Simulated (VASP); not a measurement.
# How biaxial strain in the (0001) plane changes CdS (P6_3mc), part 2 of 2

Wanted: the response of CdS to biaxial strain in the (0001) plane, as a table, with a fit that predicts a row left out.

VASP 6.6.1, plane waves and PAW; the level of theory is named at each step.

So far: The structure; Relax the crystal, LDA; Strain along the normal, LDA; Band edges, TB-mBJ with spin-orbit coupling.

## Step 5: Band edges, r2SCAN

Short lines in KPOINTS_OPT sample the zone centre along and across the normal of the plane, for masses, and the other valleys.

Level: r2SCAN; plane waves and PAW (Cd, S); cell typed or built by script.

Input file INCAR:

```
SYSTEM = CdS
PREC = Accurate
ENCUT = 450
EDIFF = 1E-06
NELM = 100
ISMEAR = 0
SIGMA = 0.02
LREAL = .FALSE.
ALGO = Normal
METAGGA = R2SCAN
LASPH = .TRUE.
NBANDS = 23
LWAVE = .FALSE.
LCHARG = .FALSE.
KPAR = 4
```

Input file POSCAR:

```
CdS
1.0
    4.0410881710      0.0000000000      0.0000000000
   -2.0205440850      3.4996850150      0.0000000000
    0.0000000000      0.0000000000      6.7161580030
Cd S
2 2
Direct
    0.3333333333      0.6666666667      0.0028264544
    0.6666666667      0.3333333333      0.5028264544
    0.3333333333      0.6666666667      0.3741735456
    0.6666666667      0.3333333333      0.8741735456
```

Input file KPOINTS:

```
Automatic mesh
0
Gamma
7 7 4
0 0 0
```

Input file KPOINTS_OPT:

```
Line mode
6
Line-mode
Reciprocal
  0.00000000   0.00000000   0.00000000
  0.00000000   0.00000000   0.05344549

  0.00000000   0.00000000   0.00000000
 -0.03215796   0.01607898   0.00000000

  0.50000000   0.00000000   0.00000000
  0.50000000   0.00000000   0.50000000

  0.33333333   0.33333333   0.00000000
  0.33333333   0.33333333   0.50000000
```

The projector-augmented-wave data sets are Cd and S (LDA family, release 64).

Started as:

```console
mpirun -np 4 vasp_std
```

Log:

```text
[banner, memory and clock lines left out]
running    4 mpi-ranks, on    1 nodes
[...]
[... a notice as in an earlier step ...]

 LDA part: xc-table for (None), standard interpolation
 POSCAR, INCAR and KPOINTS ok, starting setup
[...]
entering main loop
       N       E                     dE             d eps       ncg     rms          rms(c)
DAV:   1    -0.560178627683E+03   -0.56018E+03   -0.17052E+04  1104   0.133E+03
DAV:   2    -0.802969008092E+03   -0.24279E+03   -0.23672E+03  1237   0.348E+02
DAV:   3    -0.815188935933E+03   -0.12220E+02   -0.12163E+02  1328   0.805E+01
DAV:   4    -0.815304179944E+03   -0.11524E+00   -0.11521E+00  1286   0.767E+00
[...]
DAV:  14    -0.805141758937E+03    0.23874E-04   -0.12124E-04  1202   0.142E-01    0.263E-02
DAV:  15    -0.805141760316E+03   -0.13790E-05   -0.23476E-06  1156   0.111E-02    0.194E-02
DAV:  16    -0.805141760251E+03    0.64909E-07   -0.84980E-08   671   0.262E-03
   1 F= -.80514176E+03 E0= -.80514176E+03  d E =-.113477E-12
 Start KPOINTS_OPT (optional k-point list driver)
k-point batch [1-24\24]
       N       E                     dE             ncg
DAV:   1     0.192315173508E+04   -0.12388E+05     1104
DAV:   2    -0.387358657394E+04   -0.57967E+04     1265
DAV:   3    -0.414666275814E+04   -0.27308E+03     1314
DAV:   4    -0.414898578974E+04   -0.23230E+01     1336
DAV:   5    -0.414902701433E+04   -0.41225E-01     1363
DAV:   6    -0.414902820547E+04   -0.11911E-02     1330
DAV:   7    -0.414902824570E+04   -0.40223E-04     1320
DAV:   8    -0.414902824720E+04   -0.15039E-05     1058
DAV:   9    -0.414902824732E+04   -0.12293E-06      951
```

Run time: 36 s. Hardware: 4 MPI ranks of Intel Xeon 6975P-C (Granite Rapids), shared host; peak memory 0.9 GiB.

Parts of OUTCAR (step 5):

```text
  Total        3.0366000      3.0366000      2.4157907      0.0000000      0.0000000      0.0000000
  in kB       51.2212267     51.2212267     40.7494451      0.0000000      0.0000000      0.0000000
  external PRESSURE =      47.7306328 kB  Pullay stress =       0.0000000 kB

 POSITION                                       TOTAL-FORCE (eV/Angst)
 -----------------------------------------------------------------------------------
      0.00000      2.33312      0.01898         0.000000     -0.000000      0.017240
      2.02054      1.16656      3.37706        -0.000000      0.000000      0.017240
      0.00000      2.33312      2.51301         0.000000      0.000000     -0.017240
      2.02054      1.16656      5.87109        -0.000000      0.000000     -0.017240
 -----------------------------------------------------------------------------------
    total drift:                               -0.000000      0.000000      0.002222

  FREE ENERGIE OF THE ION-ELECTRON SYSTEM (eV)
  ---------------------------------------------------
  free  energy   TOTEN  =      -805.1417602507 eV

  energy  without entropy=     -805.1417602507  energy(sigma->0) =     -805.14176025

[... 1 part as in an earlier step ...]

[... 2 further parts left out ...]
[key lines of the parts left out:]
E-fermi :   1.6341
```

Numbers from this step:

* energy(sigma→0) of the program: -805.1418 eV
* stress, compression positive: xx, yy, zz 5.12, 5.12, 4.07 GPa

The run ends at a pressure of 4.77 GPa, with forces up to 0.017 eV/Å.

## Step 6: The whole series

Runs beyond LDA use the data sets made with LDA; this shifts their levels slightly, and their total energies have another zero (at TB-mBJ, which has no energy functional, they mean nothing).

The other members went through these steps as far as the tables show, with the same cutoff and, step by step, the same mesh; 38 runs are not shown, of which 1 ended short or failed. The session took 4.9 core hours (wall time by ranks) on a shared machine.

```tsv
in-plane strain (%)	strain along the normal (%)	in-plane stress, tension positive (GPa)	energy above the unstrained row (meV/atom)	gap on the mesh, LDA (eV)
-2.000	1.977	-2.067	6.665	0.988
-1.500	1.487	-1.544	3.823	1.006
-1.000	0.994	-1.025	1.771	1.021
-0.500	0.509	-0.491	0.502	1.033
0	0.000	-0.004	0.000	1.043
0.500	-0.479	0.512	0.255	1.048
1.000	-0.978	1.012	1.288	1.050
1.500	-1.454	1.512	3.036	1.025
2.000	-1.952	1.999	5.511	1.001
```

Slopes at zero strain, from cubics through all rows: strain ratio -0.985, stress over strain 102 GPa. For (0001) the ratio is −2C₁₃/C₃₃.

Band edges at TB-mBJ with spin-orbit coupling, counted from the valence-band top at Γ, spin-orbit pairs averaged, with one row partly withheld:

```tsv
in-plane strain (%)	gap (eV)	conduction band at Γ (eV)	lowest conduction level on M–L (eV)	second valence level below the top (eV)	third valence level below the top (eV)
-2.000	2.705	2.705	4.404	0.019	0.201
-1.500	2.728	2.728	4.447	0.018	0.160
-1.000	2.748	2.748	4.487	0.016	0.122
-0.500	2.765	2.765	4.524	0.014	0.088
0	2.780	2.780	4.561	0.011	0.057
0.500	2.790	2.790	4.593	0.004	0.034
1.000	?	?	4.609	0.013	0.036
2.000	2.749	2.749	4.619	0.057	0.073
```

Conduction masses, in electron masses:

```tsv
in-plane strain (%)	conduction mass at Γ, along the strain axis or the normal of the plane	conduction mass at Γ, across the strain axis or in the plane
-2.000	0.215	0.267
-1.500	0.217	0.263
-1.000	0.223	0.259
-0.500	0.227	0.256
0	0.232	0.254
0.500	0.237	0.254
1.000	0.237	0.251
2.000	0.245	0.249
```

Band edges at r2SCAN, counted from the valence-band top at Γ:

```tsv
in-plane strain (%)	gap (eV)	conduction band at Γ (eV)	lowest conduction level on M–L (eV)	second valence level below the top (eV)	third valence level below the top (eV)
-2.000	1.704	1.704	3.537	0.000	0.218
-1.500	1.724	1.724	3.579	0.000	0.173
-1.000	1.740	1.740	3.618	0.000	0.131
-0.500	1.752	1.752	3.655	0.000	0.093
0	1.763	1.763	3.691	0.000	0.057
0.500	1.769	1.769	3.722	0.000	0.025
1.000	1.769	1.770	3.748	0.005	0.005
1.500	1.744	1.745	3.749	0.031	0.031
2.000	1.720	1.721	3.751	0.055	0.055
```

Conduction masses, in electron masses:

```tsv
in-plane strain (%)	conduction mass at Γ, along the strain axis or the normal of the plane	conduction mass at Γ, across the strain axis or in the plane
-2.000	0.142	0.173
-1.500	0.145	0.171
-1.000	0.148	0.170
-0.500	0.150	0.167
0	0.153	0.166
0.500	0.155	0.165
1.000	0.157	0.163
1.500	0.158	0.161
2.000	0.159	0.160
```

## Step 7: Working out the slope

The quantity to fit is the conduction level at Γ above the mean of the three top valence levels at TB-mBJ with spin-orbit coupling: 2.778, 2.788, 2.795, 2.799, 2.803, 2.803, 2.792 eV in the rows shown.

A least-squares parabola through the 7 rows shown, with e the strain in %: E = − 0.004219 e² + 0.003480 e + 2.802 (eV), r.m.s. residual 2.6e-4 eV.

At e = 1 this predicts 2.8015 eV.

## Step 8: Prediction against calculation

The calculation gives 2.8003 eV, so the prediction is 0.0012 eV too high, more than twice the residual of the fit.

## Step 9: What came out

| Quantity | Value |
| --- | --- |
| ratio of normal to in-plane strain | -0.985 |
| biaxial modulus | 102 GPa |
| gap of the unstrained cell, TB-mBJ with spin-orbit coupling | 2.78 eV |
| gap of the unstrained cell, r2SCAN | 1.76 eV |
| slope at zero strain of the conduction level at Γ above the mean of the three top valence levels, TB-mBJ with spin-orbit coupling | 3 meV per % |
| error of the predicted row | 1.2 meV |

In words: As a check, the curvature of the energy gives 102 GPa for the same modulus (energy per volume = M × strain²), 1 % from the slope of the stress. At TB-mBJ with spin-orbit coupling the lowest conduction valley is Γ throughout, and the gap runs between 2.71 and 2.79 eV. At r2SCAN the lowest conduction valley is Γ throughout, and the gap runs between 1.70 and 1.77 eV. Hole masses are left out throughout, since the top bands are degenerate or cross in many series; of conduction masses, those of the Γ, L and (for Si and Ge under (001) strain) Δ valleys are kept where they change by under an eighth between rows. TB-mBJ is a potential fitted for gaps; it has no energy functional, so its total energies and forces mean nothing, and its bands tend to come out too narrow. r2SCAN opens gaps somewhat over GGA but leaves them below measured values as a rule. Spin-orbit coupling is left out at r2SCAN, so the valence splittings there lack it. Temperature, zero-point motion and excitons are left out.

[Lines on the potential files, build, host, timing and source positions are cut from VASP's logs without a mark.]

[Logs are printed without paths, hosts, clocks, repeated set-up lines and the standing remarks that a program may print on its own settings, such as how far it seeks lower states.]

[Hosts, paths, dates, database ids (printed as entryN), source tags and the programs' standing remarks are cut or masked in the printed files.]

[In band tables of VASP the shares of atoms and orbitals are scaled to a sum of 1 inside the atoms' spheres.]
